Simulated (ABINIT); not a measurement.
# Quasiparticle gap of GaP (F-43m) in ABINIT

Wanted: ground state, empty states, screening and self-energy for GaP (F-43m).

Main program and level: ABINIT 10.8.3; PBE and many-body steps on it, plane waves.

**Experimental background.**

- Gap 2.25 ± 0.04 eV: optical gap from Tauc plot (fundamental, indirect); spectroscopic ellipsometry, Tauc-Lorentz fit and Tauc plot; 300 K; film (GaP layer on Si reference sample) on Si (“Assessment of GaPSb/Si tandem material association properties for photoelectrochemical cells”, 2020, arxiv:2002.02774).

This is a report of a sequence of runs, with most program output left out.

## Step 1: The structure

The structure is cubic, space group F-43m (No. 216). The conventional cell has a = 5.450 Å, b = 5.450 Å, c = 5.450 Å, α = 90.00°, β = 90.00°, γ = 90.00°. Nearest to Ga lie 4 P at 2.36 Å. P has 4 Ga at 2.36 Å nearest. Farther neighbours are not listed.

The cell and positions come from the Crystallography Open Database and are kept as given unless a step says otherwise.

## Step 2: Ground state

This step: ABINIT 10.8.3; DFT, PBE, plane waves, norm-conserving pseudopotentials.

The ground-state density comes first.

run.abi

```
acell 3*1.0 Angstrom
rprim 
  0.000000000000 2.725250000000 2.725250000000
  2.725250000000 0.000000000000 2.725250000000
  2.725250000000 2.725250000000 0.000000000000
ntypat 2
znucl 31 15
natom 2
typat 1 2
xred 
  0.000000000000 0.000000000000 0.000000000000
  0.250000000000 0.250000000000 0.250000000000
pp_dirpath "pseudos"
pseudos "Ga.upf, P.upf"
ecut 45
ngkpt 6 6 6
nshiftk 1
shiftk 0 0 0
kptopt 1
chksymbreak 0
nband 18
occopt 1
tolvrs 1e-10
nstep 60
prtwf 0
optforces 0
optstress 0
indata_prefix "in"
outdata_prefix "out"
tmpdata_prefix "tmp"
```

Run with:

```sh
$ OMP_NUM_THREADS=1 mpirun -n 4 abinit run.abi > log
```

Run time: 16 s. Hardware: 4 MPI ranks of Arm Neoverse V1, shared host; peak memory 0.32 GiB; 65 s of CPU time.

This step gave:

* total energy: -6946.1481 eV
* gap: 1.653 eV
* k of the valence top: 0, 0, 0
* k of the conduction bottom: 0.5, 0.5, 0
* least direct gap: 1.809 eV

The gap is indirect, with the least direct gap 0.16 eV higher.

## Step 3: Bands along the symmetry lines

The cheap functional maps the bands first; the places of the edges decide which points the dearer methods must see.

run.abi

```
acell 3*1.0 Angstrom
rprim 
  0.000000000000 2.725250000000 2.725250000000
  2.725250000000 0.000000000000 2.725250000000
  2.725250000000 2.725250000000 0.000000000000
ntypat 2
znucl 31 15
natom 2
typat 1 2
xred 
  0.000000000000 0.000000000000 0.000000000000
  0.250000000000 0.250000000000 0.250000000000
pp_dirpath "pseudos"
pseudos "Ga.upf, P.upf"
ecut 45
iscf -2
irdden 1
kptopt 0
nkpt 50
kpt 
  0.00000000 0.00000000 0.00000000
  -0.06250000 -0.06250000 0.00000000
  -0.12500000 -0.12500000 0.00000000
  -0.18750000 -0.18750000 0.00000000
  -0.25000000 -0.25000000 0.00000000
  -0.31250000 -0.31250000 0.00000000
  -0.37500000 -0.37500000 0.00000000
  -0.43750000 -0.43750000 0.00000000
  -0.50000000 -0.50000000 0.00000000
  -0.48437500 -0.48437500 0.03125000
  -0.46875000 -0.46875000 0.06250000
  -0.45312500 -0.45312500 0.09375000
  -0.43750000 -0.43750000 0.12500000
  -0.42187500 -0.42187500 0.15625000
  -0.40625000 -0.40625000 0.18750000
  -0.39062500 -0.39062500 0.21875000
  -0.37500000 -0.37500000 0.25000000
  -0.37500000 0.00000000 0.37500000
  -0.32812500 0.00000000 0.32812500
  -0.28125000 0.00000000 0.28125000
  -0.23437500 0.00000000 0.23437500
  -0.18750000 0.00000000 0.18750000
  -0.14062500 0.00000000 0.14062500
  -0.09375000 0.00000000 0.09375000
  -0.04687500 0.00000000 0.04687500
  0.00000000 0.00000000 0.00000000
  0.00000000 0.00000000 0.06250000
  0.00000000 0.00000000 0.12500000
  0.00000000 0.00000000 0.18750000
  0.00000000 0.00000000 0.25000000
  0.00000000 0.00000000 0.31250000
  0.00000000 0.00000000 0.37500000
  0.00000000 0.00000000 0.43750000
  -0.00000000 -0.00000000 0.50000000
  -0.06250000 -0.03125000 0.46875000
  -0.12500000 -0.06250000 0.43750000
  -0.18750000 -0.09375000 0.40625000
  -0.25000000 -0.12500000 0.37500000
  -0.31250000 -0.15625000 0.34375000
  -0.37500000 -0.18750000 0.31250000
  -0.43750000 -0.21875000 0.28125000
  -0.50000000 -0.25000000 0.25000000
  -0.50000000 -0.28125000 0.21875000
  -0.50000000 -0.31250000 0.18750000
  -0.50000000 -0.34375000 0.15625000
  -0.50000000 -0.37500000 0.12500000
  -0.50000000 -0.40625000 0.09375000
  -0.50000000 -0.43750000 0.06250000
  -0.50000000 -0.46875000 0.03125000
  -0.50000000 -0.50000000 0.00000000
istwfk *1
nband 20
nbdbuf 2
tolwfr 1e-08
nstep 40
prtwf 0
prtvol 0
indata_prefix "in"
outdata_prefix "out"
tmpdata_prefix "tmp"
```

Wall time 22 s (4 MPI ranks); peak memory 0.31 GiB.

Numbers from this step:

* gap: 1.592 eV
* k of the valence top: 0, 0, 0
* k of the conduction bottom: -0.4375, -0.4375, 0
* least direct gap: 1.809 eV

The gap is 1.592 eV, −0.061 eV from the run before at this level.

The electronic bands at the labelled points (eV, zero at the top of the highest filled band):

```csv
point,band 10,band 11,band 12,band 13,band 14,band 15,band 16,band 17
Γ,-12.50,0.00,0.00,0.00,1.81,3.88,3.88,3.88
halfway,-11.46,-3.68,-1.68,-1.68,2.18,3.72,6.74,6.74
X,-9.53,-6.76,-2.68,-2.68,1.65,1.82,10.57,10.57
halfway,-9.51,-6.71,-3.24,-2.57,1.84,2.75,9.51,9.66
U,-9.57,-6.55,-3.94,-2.26,2.19,4.80,8.23,8.25
jump to K,-9.57,-6.55,-3.94,-2.26,2.19,4.80,8.23,8.25
halfway,-11.36,-4.25,-2.45,-0.67,3.28,4.99,5.00,5.86
Γ,-12.50,0.00,0.00,0.00,1.81,3.88,3.88,3.88
halfway,-11.72,-3.88,-0.66,-0.66,2.15,4.74,4.74,6.34
L,-10.43,-6.64,-1.12,-1.12,1.66,4.72,4.72,8.28
halfway,-10.03,-6.42,-3.20,-1.94,3.45,4.30,6.45,7.91
W,-9.44,-6.56,-3.58,-3.42,4.70,4.86,6.10,6.15
halfway,-9.49,-6.67,-3.17,-3.09,2.77,2.94,8.49,8.58
X,-9.53,-6.76,-2.68,-2.68,1.65,1.82,10.57,10.57
```

## Step 4: Empty states on the mesh, 6×6×6 mesh, 130 bands

The sums over transitions need many empty states on a uniform mesh; this step solves for them.

run.abi

```
acell 3*1.0 Angstrom
rprim 
  0.000000000000 2.725250000000 2.725250000000
  2.725250000000 0.000000000000 2.725250000000
  2.725250000000 2.725250000000 0.000000000000
ntypat 2
znucl 31 15
natom 2
typat 1 2
xred 
  0.000000000000 0.000000000000 0.000000000000
  0.250000000000 0.250000000000 0.250000000000
pp_dirpath "pseudos"
pseudos "Ga.upf, P.upf"
ecut 45
ngkpt 6 6 6
nshiftk 1
shiftk 0 0 0
kptopt 1
chksymbreak 0
irdden 1
istwfk *1
nband 130
prtvol 0
optdriver 6
gwr_task "HDIAGO"
paral_kgb 0
occopt 1
indata_prefix "in"
outdata_prefix "out"
tmpdata_prefix "tmp"
```

Run time: 3.1 min. Hardware: 4 MPI ranks; peak memory 3.6 GiB; 12 min of CPU time.

Numbers from this step:

* gap: 1.652 eV
* k of the valence top: 0, 0, 0
* k of the conduction bottom: 0.5, 0.5, 0
* least direct gap: 1.809 eV
* k points computed: 16
* lowest point of the top converged band, above the valence top: 99.8446 eV

On this mesh the gap is 1.652 eV.

## Step 5: Screening, 6×6×6 mesh, 122 bands, screening to 179.6 eV

The RPA dielectric matrix is built and inverted for each q.

This step: RPA screening on PBE, plane waves, norm-conserving pseudopotentials.

Changes to run.abi since step 4:

```diff
@@ -20,10 +20,11 @@
 chksymbreak 0
-irdden 1
 istwfk *1
-nband 130
-prtvol 0
-optdriver 6
-gwr_task "HDIAGO"
-paral_kgb 0
 occopt 1
+irdwfk 1
+optdriver 3
+nband 122
+ecuteps 6.6
+inclvkb 2
+awtr 1
+symchi 1
 indata_prefix "in"
```

The job ended after 4.3 min (4 MPI ranks; peak memory 1.9 GiB; 17 min of CPU time).

Numbers from this step:

```yaml
eps_infinity_with_local_fields_on_this_mesh_along_the_program_s_q_direction: 12.23
the_same_without_local_fields: 13.45
plasma_frequency: 29.76 eV
plane_waves_in_the_screening_matrix: 229
```

Local fields lower ε∞ by 9 %.

## Step 6: Self-energy, 6×6×6 mesh, 122 bands, screening to 179.6 eV

The self-energy is evaluated for the states that the input lists, and the levels follow from it, in one-shot runs by the linearised quasiparticle equation.

This step: G0W0 on PBE, plane waves, norm-conserving pseudopotentials.

Changes to run.abi since step 5:

```diff
@@ -23,8 +23,17 @@
 irdwfk 1
-optdriver 3
+optdriver 4
 nband 122
+gwcalctyp 0
+ecutsigx 45
+symsigma 1
+nkptgw 2
+kptgw 
+  0.0000000000 0.0000000000 0.0000000000
+  0.5000000000 0.5000000000 0.0000000000
+bdgw 
+  11 17
+  12 15
 ecuteps 6.6
-inclvkb 2
-awtr 1
-symchi 1
+irdscr 1
+ppmodel 1
 indata_prefix "in"
```

The job ended after 24 s (4 MPI ranks; peak memory 1.7 GiB).

This step gave:

| Item | Value |
| --- | --- |
| G0W0 gap on the points computed | 2.266 eV |
| starting gap on the mesh | 1.652 eV |
| k of the valence top | 0, 0, 0 |
| k of the conduction bottom | 0.5, 0.5, 0 |
| Z at the valence top | 0.782 |
| Z at the conduction bottom | 0.807 |
| least direct G0W0 gap on the computed points | 2.665 eV |

The gap on the mesh goes from 1.65 eV to 2.27 eV, a correction of +0.61 eV.

Limits: finite bands, cutoff and mesh; no spin-orbit coupling. v1 is the top filled band, c1 the lowest empty one. The levels before and after the correction (eV, zero at the valence-band top of each column):

```csv
,conduction bottom,valence top
Kohn-Sham,1.65,0.00
G0W0,2.27,0.00
```

```csv
,level,energy (eV)
Kohn-Sham,Γ v3-v1,0.000
Kohn-Sham,Γ c1,1.809
Kohn-Sham,Γ c2-c4,3.885
Kohn-Sham,(0.5 0.5 0) v2-v1,-2.685
Kohn-Sham,(0.5 0.5 0) c1,1.652
Kohn-Sham,(0.5 0.5 0) c2,1.820
G0W0,Γ v3-v1,0.000
G0W0,Γ c1,2.665
G0W0,Γ c2-c4,4.797
G0W0,(0.5 0.5 0) v2-v1,-2.798
G0W0,(0.5 0.5 0) c1,2.266
G0W0,(0.5 0.5 0) c2,2.559
```

## Step 7: Where the time went

Times are wall times on 4 MPI ranks of Arm Neoverse V1, shared host, good to a factor of about two.

```csv
step,time,share,memory (GiB)
ground state,16 s,3 %,0.32
bands along the symmetry lines,22 s,4 %,0.31
empty states on the mesh,3.1 min,37 %,3.6
screening,4.3 min,51 %,1.9
self-energy,24 s,5 %,1.7
```

## Step 8: Outcome

| Property | Result |
| --- | --- |
| PBE gap | 1.59 eV, indirect |
| G0W0 gap on the mesh | 2.27 eV |
| G0W0 gap over the zone (rigid shift) | 2.21 eV |
| GW settings | 6×6×6 mesh, 122 bands, screening to 179.6 eV, Godby-Needs plasmon pole |
| known limits | not at the basis limit; no spin-orbit coupling |

In words: G0W0 moves the gap on the mesh from 1.65 eV to 2.27 eV (+0.61 eV), with Z of 0.78 and 0.81 at the edges. The mesh misses the band edges by 0.06 eV in all; a rigid shift gives 2.21 eV for the zone. Local fields lower the RPA ε∞ on this mesh from 13.45 to 12.23. Only 2 of the mesh's irreducible points were corrected, so a valley elsewhere could overtake. Against experiment, by G0W0@PBE: the gap of 2.21 eV lies −0.04 eV from the measured 2.25 ± 0.04 eV (indirect, 300 K, on Si, 2020). The calculation has static nuclei and no excitons; a measured gap holds zero-point and thermal motion, which mostly lowers it. Bands and cutoff are finite, so the gap is not at the basis limit. The miss can reach some tenths of an eV and take either sign; the mesh is an error of its own. In the G0W0 run levels were corrected at 2 k points alone, so a gap called «on the mesh» is the least over those, and an edge elsewhere would be missed. A denser mesh or path gives a starting gap of 1.59 eV: the GW mesh misses a band edge, so its gaps are not the fundamental one. The many-body steps are scalar-relativistic: spin-orbit coupling is not in them.

[Paths, hosts, dates, memory and timing lines, banners, echoed tables and standing remarks are left out of the program output.]

[Logs are printed without paths, hosts, clocks, repeated set-up lines and the standing remarks that a program may print on its own settings, such as how far it seeks lower states.]

[Runs of the session that timed out or met a known fault of the program may be left out.]

[Hosts, paths, dates, database ids (printed as entryN), source tags and the programs' standing remarks are cut or masked in the printed files.]

[G0W0 gaps are taken among the corrected bands and points alone; a level outside them can change the order at an edge.]

[Where Ansatz stands beside ABINIT at settings called matched, ABINIT's density can come from a denser mesh and the files from another edition; pairs whose starting gaps differed by over 0.03 eV were left out, so agreement reads better than it is.]
